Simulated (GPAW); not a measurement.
# SiC: relaxation of cell and atoms with SCAN

Crystal: SiC.

```
CELL_PARAMETERS angstrom
3.07569 0.00000 0.00000
-1.53785 2.66363 0.00000
0.00000 0.00000 10.07065
ATOMIC_POSITIONS crystal
Si 0.00000 0.00000 0.18789
Si 0.00000 0.00000 0.68789
Si 0.33333 0.66667 0.43784
Si 0.66667 0.33333 0.93784
C 0.00000 0.00000 0.00046
C 0.00000 0.00000 0.50046
C 0.33333 0.66667 0.24980
C 0.66667 0.33333 0.74980
```

The cell is a database's computed one.

```
Program             : GPAW 26.7.0
Task                : relaxation of cell and atoms
Functional          : SCAN
Potentials or basis : GPAW PAW data sets (gpaw-data 1.2.1)
Cutoff              : 800 eV
Basis               : pw
k mesh              : 6 × 6 × 2
Occupations         : fermi-dirac, width 0.05 eV
Spin                : no spin polarisation
Maxiter             : 150
Optimizer           : BFGS
Fmax                : 0.02 eV/Å
Max steps           : 40
Convergence         : density=1e-06 energy=1e-06 eigenstates=1e-10
```

```yaml
Relaxed_volume: 10.36 Å³/atom
Relaxed_cell: a = 3.080 Å, b = 3.080 Å, c = 10.085 Å, α = 90.00°, β = 90.00°, γ = 120.00°
Space_group_after_relaxing_to_0.05_Å: P6_3mc (No. 186)
Energy_gained_by_relaxing: 0.2 meV/atom
Ionic_steps: 4
Pressure_after_relaxing: -0.1 GPa
Band_gap_on_the_k_mesh: 2.58 eV, indirect (least direct gap 3.77 eV)
```

Step by step:
```csv
step,energy change (eV),largest force (eV/Å),pressure (GPa),volume (Å³)
1,0.0000,0.0175,0.90,82.50
2,-0.0002,0.0149,0.83,82.53
3,-0.0018,0.0255,-0.07,82.85
4,-0.0018,0.0188,-0.10,82.87
```

Final structure:
```
Si C
1.0
     3.08034    0.00000    0.00000
    -1.54017    2.66765    0.00000
     0.00000    0.00000   10.08457
Si C
4 4
Direct
  0.00000 0.00000 0.18763
  0.00000 0.00000 0.68763
  0.33333 0.66667 0.43759
  0.66667 0.33333 0.93759
  0.00000 0.00000 0.00016
  0.00000 0.00000 0.50016
  0.33333 0.66667 0.24948
  0.66667 0.33333 0.74948
```

Levels at points of the mesh, in eV from the valence-band top:
| k point | band 14 | band 15 | band 16 | band 17 | band 18 | band 19 |
| --- | --- | --- | --- | --- | --- | --- |
| (0.00, 0.00, 0.00) | -0.05 | 0.00 | 0.00 | 5.61 | 6.21 | 6.86 |
| (0.00, 0.00, 0.50) | -0.22 | -0.22 | -0.22 | 5.83 | 5.83 | 7.33 |
| (0.50, 0.50, 0.00) | -2.33 | -1.65 | -1.19 | 2.58 | 2.74 | 4.69 |
| (0.50, 0.50, 0.50) | -2.58 | -1.64 | -1.64 | 3.02 | 3.02 | 4.66 |

Wall time 8.5 min on 1 thread of AMD EPYC 7B13 (Zen 3), with other jobs on the host, peak memory 0.47 GiB.

Caveat: the k mesh is coarse; the forces don't sum to zero, a sign of grid noise; later steps reuse the first step's grids; the PAW data sets were made with another functional, which shifts forces and pressure a little. A k mesh can miss the band edges.
